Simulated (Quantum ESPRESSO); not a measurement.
# Mo (Fm-3m) in Quantum ESPRESSO: equation of state

How stiff is Mo in PBE, and what volume does it want? The cell is scaled to several volumes.

Everything below comes from runs of Quantum ESPRESSO 7.5. Logs are shortened: lines on timing, memory, paths and dates and some standing lists are left out, and cuts for length are marked.

## (1) The crystal as given

The structure is cubic, space group Fm-3m (No. 225). Conventional cell: a = 4.030 Å, b = 4.030 Å, c = 4.030 Å, α = 90.00°, β = 90.00°, γ = 90.00°. Mo (site symmetry m-3m) is surrounded by 12 Mo at 2.85 Å.

This isn't the form of Mo at room conditions, which is bcc.

## (2) Single point, PBE, 15.38 Å³/atom

Input file pw.in:

```
&CONTROL
  calculation = 'scf'
  prefix = 'pwscf'
  outdir = './tmp'
  pseudo_dir = './pseudo'
  tprnfor = .true.
  tstress = .true.
  disk_io = 'nowf'
/
&SYSTEM
  ibrav = 0
  nat = 1
  ntyp = 1
  ecutwfc = 60
  nbnd = 13
  occupations = 'smearing'
  smearing = 'fd'
  degauss = 0.00367493
/
&ELECTRONS
  conv_thr = 2d-10
  electron_maxstep = 120
  mixing_beta = 0.5
/
ATOMIC_SPECIES
Mo    95.9500 Mo_ONCV_PBE-1.0.oncvpsp.upf
CELL_PARAMETERS angstrom
   0.0000000000    1.9738660091    1.9738660091
   1.9738660091    0.0000000000    1.9738660091
   1.9738660091    1.9738660091    0.0000000000
ATOMIC_POSITIONS crystal
Mo     0.0000000000    0.0000000000    0.0000000000
K_POINTS automatic
11 11 11 0 0 0
```

Potentials or basis: SSSP 1.3 efficiency PBE.

Command:

```bash
> OMP_NUM_THREADS=1 pw.x -in pw.in > pw.out
```

pw.out:

```text
This program is part of the open-source Quantum ESPRESSO suite
     for quantum simulation of materials; please cite
[... 6 lines left out ...]
     using ibrav=0 with symmetry is DISCOURAGED, use correct ibrav instead

     Subspace diagonalization in iterative solution of the eigenvalue problem:
     a serial algorithm will be used

     G-vector sticks info
     --------------------
     sticks:   dense  smooth     PW     G-vecs:    dense   smooth      PW
     Sum         451     451    151                 6423     6423    1243

     Using Slab Decomposition

     bravais-lattice index     =            0
     lattice parameter (alat)  =       5.2751  a.u.
     unit-cell volume          =     103.7958 (a.u.)^3
     number of atoms/cell      =            1
     number of atomic types    =            1
     number of electrons       =        14.00
     number of Kohn-Sham states=           13
     kinetic-energy cutoff     =      60.0000  Ry
     charge density cutoff     =     240.0000  Ry
     scf convergence threshold =      2.0E-10
     mixing beta               =       0.5000
     number of iterations used =            8  plain     mixing
     Exchange-correlation= PBE
                           (   1   4   3   4   0   0   0)

     celldm(1)=   5.275110  celldm(2)=   0.000000  celldm(3)=   0.000000
     celldm(4)=   0.000000  celldm(5)=   0.000000  celldm(6)=   0.000000

     crystal axes: (cart. coord. in units of alat)
               a(1) = (   0.000000   0.707107   0.707107 )
               a(2) = (   0.707107   0.000000   0.707107 )
               a(3) = (   0.707107   0.707107   0.000000 )

     reciprocal axes: (cart. coord. in units 2 pi/alat)
               b(1) = ( -0.707107  0.707107  0.707107 )
               b(2) = (  0.707107 -0.707107  0.707107 )
               b(3) = (  0.707107  0.707107 -0.707107 )

     PseudoPot. # 1 for Mo read from file:
     Mo_ONCV_PBE-1.0.oncvpsp.upf
     Pseudo is Norm-conserving, Zval = 14.0
     Generated using ONCVPSP code by D. R. Hamann
     Using radial grid of 1526 points,  6 beta functions with:
                l(1) =   0
                l(2) =   0
                l(3) =   1
                l(4) =   1
                l(5) =   2
                l(6) =   2

     atomic species   valence    mass     pseudopotential
     Mo               14.00    95.95000     Mo( 1.00)

     48 Sym. Ops., with inversion, found

   Cartesian axes

     site n.     atom                  positions (alat units)
         1        Mo     tau(   1) = (   0.0000000   0.0000000   0.0000000  )

     number of k points=    56  Fermi-Dirac smearing, width (Ry)=  0.0037
                       cart. coord. in units 2pi/alat
        k(    1) = (   0.0000000   0.0000000   0.0000000), wk =   0.0015026
        k(    2) = (   0.0642824   0.0642824  -0.0642824), wk =   0.0120210
        k(    3) = (   0.1285649   0.1285649  -0.1285649), wk =   0.0120210
        k(    4) = (   0.1928473   0.1928473  -0.1928473), wk =   0.0120210
        k(    5) = (   0.2571297   0.2571297  -0.2571297), wk =   0.0120210
        k(    6) = (   0.3214122   0.3214122  -0.3214122), wk =   0.0120210
[... 48 lines left out ...]
        k(   55) = (  -0.0642824  -0.4499770   0.7071068), wk =   0.0360631
        k(   56) = (   0.0000000  -0.3856946   0.6428243), wk =   0.0360631

     Dense  grid:     6423 G-vectors     FFT dimensions: (  25,  25,  25)

     Initial potential from superposition of free atoms

     starting charge      13.9990, renormalised to      14.0000
     Starting wfcs are   10 randomized atomic wfcs +    3 random wfcs

     Self-consistent Calculation

     iteration #  1     ecut=    60.00 Ry     beta= 0.50
     Davidson diagonalization with overlap
     ethr =  1.00E-02,  avg # of iterations =  3.8

     Threshold (ethr) on eigenvalues was too large:
     Diagonalizing with lowered threshold

     Davidson diagonalization with overlap
     ethr =  2.03E-04,  avg # of iterations =  1.9

     total energy              =    -137.10849308 Ry
     estimated scf accuracy    <       0.02934442 Ry

     iteration #  2     ecut=    60.00 Ry     beta= 0.50
     Davidson diagonalization with overlap
     ethr =  2.10E-04,  avg # of iterations =  1.9

     total energy              =    -137.11253348 Ry
     estimated scf accuracy    <       0.00110724 Ry

     iteration #  3     ecut=    60.00 Ry     beta= 0.50
     Davidson diagonalization with overlap
     ethr =  7.91E-06,  avg # of iterations =  2.6

     total energy              =    -137.11256999 Ry
     estimated scf accuracy    <       0.00017317 Ry

     iteration #  4     ecut=    60.00 Ry     beta= 0.50
     Davidson diagonalization with overlap
     ethr =  1.24E-06,  avg # of iterations =  1.2

     total energy              =    -137.11257636 Ry
     estimated scf accuracy    <       0.00000090 Ry

     iteration #  5     ecut=    60.00 Ry     beta= 0.50
     Davidson diagonalization with overlap
     ethr =  6.45E-09,  avg # of iterations =  2.9

     total energy              =    -137.11257690 Ry
     estimated scf accuracy    <       0.00000015 Ry

     iteration #  6     ecut=    60.00 Ry     beta= 0.50
     Davidson diagonalization with overlap
     ethr =  1.06E-09,  avg # of iterations =  2.0

     total energy              =    -137.11257692 Ry
     estimated scf accuracy    <          1.3E-09 Ry

     iteration #  7     ecut=    60.00 Ry     beta= 0.50
     Davidson diagonalization with overlap
     ethr =  8.95E-12,  avg # of iterations =  2.4

     End of self-consistent calculation

          k = 0.0000 0.0000 0.0000 (   869 PWs)   bands (ev):

   -39.4374 -12.6965 -12.6965 -12.6965  14.3992  20.4728  20.4728  20.4728
    23.3095  23.3095  34.6575  40.1033  40.1033

          k = 0.0643 0.0643-0.0643 (   830 PWs)   bands (ev):

   -39.4168 -12.8221 -12.7121 -12.7121  14.7460  20.2438  20.6277  20.6277
    23.1883  23.1883  35.3153  38.7705  40.7253

          k = 0.1286 0.1286-0.1286 (   818 PWs)   bands (ev):

   -39.3612 -13.1515 -12.7535 -12.7535  15.6274  19.8449  20.9005  20.9005
    23.0989  23.0989  36.2341  37.4439  42.4460

          k = 0.1928 0.1928-0.1928 (   821 PWs)   bands (ev):

   -39.2874 -13.5680 -12.8072 -12.8072  16.4346  20.0443  20.8341  20.8341
    23.6169  23.6169  34.7883  38.2171  44.9134

          k = 0.2571 0.2571-0.2571 (   817 PWs)   bands (ev):

   -39.2187 -13.9376 -12.8560 -12.8560  16.5708  20.5223  20.5223  21.3386
    24.5983  24.5983  33.6224  36.5683  43.0200

          k = 0.3214 0.3214-0.3214 (   814 PWs)   bands (ev):

   -39.1774 -14.1518 -12.8847 -12.8847  16.4609  20.3014  20.3014  22.7119
    25.3770  25.3770  33.0110  34.6230  41.2477

          k = 0.1286 0.0000 0.0000 (   825 PWs)   bands (ev):

   -39.4100 -12.8186 -12.7397 -12.7397  14.8619  20.0447  20.7568  20.7568
    22.8133  23.4548  35.5512  39.2213  40.4160

          k = 0.1928 0.0643-0.0643 (   826 PWs)   bands (ev):

   -39.3660 -13.0633 -12.7912 -12.7696  15.5796  19.6028  21.0352  21.0878
    22.4542  23.5746  36.7940  37.7999  41.2301

          k = 0.2571 0.1286-0.1286 (   820 PWs)   bands (ev):

   -39.2983 -13.4404 -12.8497 -12.8195  16.5015  19.4381  20.8111  21.1948
    22.9913  24.0040  35.8221  38.4781  42.6749

          k = 0.3214 0.1928-0.1928 (   816 PWs)   bands (ev):

   -39.2278 -13.8137 -12.8966 -12.8844  16.8555  20.1625  20.4175  20.9483
    24.3126  24.8374  34.4072  37.4425  42.2911

          k = 0.3857 0.2571-0.2571 (   814 PWs)   bands (ev):

   -39.1773 -14.0704 -12.9434 -12.9175  16.7705  19.9549  20.6575  21.6251
    25.4775  25.7770  33.2158  35.5265  40.9547

          k =-0.2571-0.3857 0.3857 (   814 PWs)   bands (ev):

   -39.1634 -14.1384 -12.9775 -12.9062  16.7341  19.9069  20.5322  22.1667
    25.3282  26.5431  32.7441  35.0191  40.5146

          k =-0.1928-0.3214 0.3214 (   814 PWs)   bands (ev):

   -39.1910 -13.9998 -12.9755 -12.8661  16.8399  20.1360  20.6440  21.3081
    24.4005  26.0774  33.6404  36.0609  40.8656

          k =-0.1286-0.2571 0.2571 (   820 PWs)   bands (ev):

   -39.2506 -13.6942 -12.9364 -12.8094  16.8638  19.9777  20.5512  20.9574
    23.2307  24.9873  34.8533  38.0873  42.2909
[... 163 lines left out ...]
   -39.1418 -13.8571 -13.2026 -13.1159  16.9730  17.5224  21.6071  24.2176
    24.5025  26.5735  35.8036  36.5701  38.2010

          k =-0.1286-0.5143 0.6428 (   810 PWs)   bands (ev):

   -39.1088 -13.9012 -13.3518 -13.1488  17.0987  17.8222  21.2089  23.6402
    25.4452  28.7236  33.4532  36.2614  37.2741

          k =-0.0643-0.4500 0.5785 (   811 PWs)   bands (ev):

   -39.0971 -13.8265 -13.5390 -13.1243  17.4425  18.4285  20.6174  22.9519
    25.3362  30.8698  31.7537  35.9129  37.6416

          k = 0.0000-0.3857 0.5143 (   815 PWs)   bands (ev):

   -39.1105 -13.7452 -13.6058 -13.0550  18.0502  18.9139  19.7620  22.5498
    24.6008  29.6443  34.2985  34.7762  38.8207

          k =-0.0643-0.5785 0.7071 (   802 PWs)   bands (ev):

   -39.0917 -13.9971 -13.2848 -13.2178  16.4492  17.1308  22.9463  24.6943
    25.8868  28.2088  34.1820  34.4290  36.6295

          k = 0.0000-0.5143 0.6428 (   804 PWs)   bands (ev):

   -39.0859 -13.9237 -13.4273 -13.2003  16.8177  17.6419  21.8953  23.8600
    25.8875  30.2039  32.4679  35.2591  36.2892

          k =-0.1928-0.4500 0.7071 (   813 PWs)   bands (ev):

   -39.1280 -13.8276 -13.3801 -13.0755  17.9310  18.4360  19.7686  23.1585
    24.5078  28.5474  34.7863  35.8742  38.0610

          k =-0.1286-0.3857 0.6428 (   814 PWs)   bands (ev):

   -39.1029 -13.8080 -13.5147 -13.1327  17.9516  18.7589  19.7044  22.6771
    25.2579  30.3380  32.7618  35.9126  37.3280

          k =-0.0643-0.4500 0.7071 (   809 PWs)   bands (ev):

   -39.0896 -13.8420 -13.4729 -13.2230  17.3160  18.1872  20.6800  23.2353
    25.8873  30.5361  33.8664  33.9957  36.4742

          k = 0.0000-0.3857 0.6428 (   809 PWs)   bands (ev):

   -39.0874 -13.7116 -13.6324 -13.2156  17.6184  18.9074  19.8297  22.6851
    25.8840  31.8897  32.4128  34.5191  36.4055

     the Fermi energy is    21.2440 ev

!    total energy              =    -137.11257692 Ry
     estimated scf accuracy    <          9.4E-11 Ry
     smearing contrib. (-TS)   =      -0.00096325 Ry
     internal energy E=F+TS    =    -137.11161367 Ry

     The total energy is F=E-TS. E is the sum of the following terms:
     one-electron contribution =     -19.07382442 Ry
     hartree contribution      =      18.11081999 Ry
     xc contribution           =     -15.69056276 Ry
     ewald contribution        =    -120.45804648 Ry

     convergence has been achieved in   7 iterations

     Forces acting on atoms (cartesian axes, Ry/au):

     atom    1 type  1   force =     0.00000000    0.00000000    0.00000000

     Total force =     0.000000     Total SCF correction =     0.000000

     Computing stress (Cartesian axis) and pressure

          total   stress  (Ry/bohr**3)                   (kbar)     P=      104.85
   0.00071275   0.00000000  -0.00000000          104.85        0.00       -0.00
  -0.00000000   0.00071275   0.00000000           -0.00      104.85        0.00
   0.00000000  -0.00000000   0.00071275            0.00       -0.00      104.85

=------------------------------------------------------------------------------=
   JOB DONE.
=------------------------------------------------------------------------------=
```

Wall time 6.3 s (1 thread of Intel Xeon Platinum 8259CL at 2.50GHz (Skylake/Cascade Lake), shared host); peak memory 0.06 GiB.

What came out:

```
Free energy            : -1865.5116 eV
Pressure               : 10.5 GPa
Band gap on the k mesh : none (metal or under the smearing width)
```

## (3) Single point, PBE, 15.71 Å³/atom

pw.in, as its differences from that of step 2:

```diff
@@ -27,5 +27,5 @@
 CELL_PARAMETERS angstrom
-   0.0000000000    1.9738660091    1.9738660091
-   1.9738660091    0.0000000000    1.9738660091
-   1.9738660091    1.9738660091    0.0000000000
+   0.0000000000    1.9877669319    1.9877669319
+   1.9877669319    0.0000000000    1.9877669319
+   1.9877669319    1.9877669319    0.0000000000
 ATOMIC_POSITIONS crystal
```

Potentials or basis: SSSP 1.3 efficiency PBE.

Command:

```bash
> OMP_NUM_THREADS=1 pw.x -in pw.in > pw.out
```

It took 10 s on 1 thread of Intel Xeon Platinum 8259CL at 2.50GHz (Skylake/Cascade Lake), shared host; peak memory 0.06 GiB.

It converged, with:

- Free energy: -1865.5274 eV
- Pressure: 5.0 GPa
- Band gap on the k mesh: none (metal or under the smearing width)

## (4) Single point, PBE, 16.04 Å³/atom

pw.in, as its differences from that of step 3:

```diff
@@ -27,5 +27,5 @@
 CELL_PARAMETERS angstrom
-   0.0000000000    1.9877669319    1.9877669319
-   1.9877669319    0.0000000000    1.9877669319
-   1.9877669319    1.9877669319    0.0000000000
+   0.0000000000    2.0014761026    2.0014761026
+   2.0014761026    0.0000000000    2.0014761026
+   2.0014761026    2.0014761026    0.0000000000
 ATOMIC_POSITIONS crystal
```

Command:

```bash
> OMP_NUM_THREADS=1 pw.x -in pw.in > pw.out
```

It took 10 s on 1 thread of Intel Xeon Platinum 8259CL at 2.50GHz (Skylake/Cascade Lake), shared host; peak memory 0.06 GiB.

Results (log left out):

| Item | Value |
| --- | --- |
| Free energy | -1865.5325 eV |
| Pressure | 0.0 GPa |
| Band gap on the k mesh | none (metal or under the smearing width) |

## (5) Single point, PBE, 16.36 Å³/atom

pw.in, as its differences from that of step 4:

```diff
@@ -27,5 +27,5 @@
 CELL_PARAMETERS angstrom
-   0.0000000000    2.0014761026    2.0014761026
-   2.0014761026    0.0000000000    2.0014761026
-   2.0014761026    2.0014761026    0.0000000000
+   0.0000000000    2.0150000000    2.0150000000
+   2.0150000000    0.0000000000    2.0150000000
+   2.0150000000    2.0150000000    0.0000000000
 ATOMIC_POSITIONS crystal
```

Command:

```bash
> OMP_NUM_THREADS=1 pw.x -in pw.in > pw.out
```

It took 11 s on 1 thread of Intel Xeon Platinum 8259CL at 2.50GHz (Skylake/Cascade Lake), shared host; peak memory 0.06 GiB.

It converged, with:

| Property | Result |
| --- | --- |
| Free energy | -1865.5279 eV |
| Pressure | -4.6 GPa |
| Band gap on the k mesh | none (metal or under the smearing width) |

## (6) Single point, PBE, 16.69 Å³/atom

pw.in, as its differences from that of step 5:

```diff
@@ -27,5 +27,5 @@
 CELL_PARAMETERS angstrom
-   0.0000000000    2.0150000000    2.0150000000
-   2.0150000000    0.0000000000    2.0150000000
-   2.0150000000    2.0150000000    0.0000000000
+   0.0000000000    2.0283447598    2.0283447598
+   2.0283447598    0.0000000000    2.0283447598
+   2.0283447598    2.0283447598    0.0000000000
 ATOMIC_POSITIONS crystal
```

Potentials or basis: SSSP 1.3 efficiency PBE.

Command:

```bash
> OMP_NUM_THREADS=1 pw.x -in pw.in > pw.out
```

Wall time 11 s (1 thread of Intel Xeon Platinum 8259CL at 2.50GHz (Skylake/Cascade Lake), shared host); peak memory 0.06 GiB.

It converged, with:

```yaml
Free_energy: -1865.5144 eV
Pressure: -8.7 GPa
Band_gap_on_the_k_mesh: none (metal or under the smearing width)
```

## (7) Single point, PBE, 17.02 Å³/atom

pw.in, as its differences from that of step 6:

```diff
@@ -27,5 +27,5 @@
 CELL_PARAMETERS angstrom
-   0.0000000000    2.0283447598    2.0283447598
-   2.0283447598    0.0000000000    2.0283447598
-   2.0283447598    2.0283447598    0.0000000000
+   0.0000000000    2.0415161987    2.0415161987
+   2.0415161987    0.0000000000    2.0415161987
+   2.0415161987    2.0415161987    0.0000000000
 ATOMIC_POSITIONS crystal
```

Command:

```bash
> OMP_NUM_THREADS=1 pw.x -in pw.in > pw.out
```

Run time: 12 s. Hardware: 1 thread of Intel Xeon Platinum 8259CL at 2.50GHz (Skylake/Cascade Lake), shared host; peak memory 0.06 GiB.

It converged, with:

| Item | Value |
| --- | --- |
| Free energy | -1865.4928 eV |
| Pressure | -12.4 GPa |
| Band gap on the k mesh | none (metal or under the smearing width) |

## (8) Single point, PBE, 17.34 Å³/atom

pw.in, as its differences from that of step 7:

```diff
@@ -27,5 +27,5 @@
 CELL_PARAMETERS angstrom
-   0.0000000000    2.0415161987    2.0415161987
-   2.0415161987    0.0000000000    2.0415161987
-   2.0415161987    2.0415161987    0.0000000000
+   0.0000000000    2.0545198372    2.0545198372
+   2.0545198372    0.0000000000    2.0545198372
+   2.0545198372    2.0545198372    0.0000000000
 ATOMIC_POSITIONS crystal
```

Command:

```bash
> OMP_NUM_THREADS=1 pw.x -in pw.in > pw.out
```

Run time: 11 s. Hardware: 1 thread of Intel Xeon Platinum 8259CL at 2.50GHz (Skylake/Cascade Lake), shared host; peak memory 0.06 GiB.

Results (log left out):

| Property | Result |
| --- | --- |
| Free energy | -1865.4640 eV |
| Pressure | -15.8 GPa |
| Band gap on the k mesh | none (metal or under the smearing width) |

## (9) Equation of state, PBE

Potentials or basis: SSSP 1.3 efficiency PBE.

No new run: the results of the series are fitted here.

What came out:

```
Equilibrium volume                      : 16.04 Å³/atom
Bulk modulus                            : 233 GPa
Pressure derivative of the bulk modulus : 3.7
```

Energy against volume, from the lowest point:
| volume (Å³/atom) | energy (meV/atom) |
| --- | --- |
| 15.381 | 20.88 |
| 15.708 | 5.08 |
| 16.035 | 0.00 |
| 16.363 | 4.66 |
| 16.690 | 18.16 |
| 17.017 | 39.69 |
| 17.344 | 68.51 |
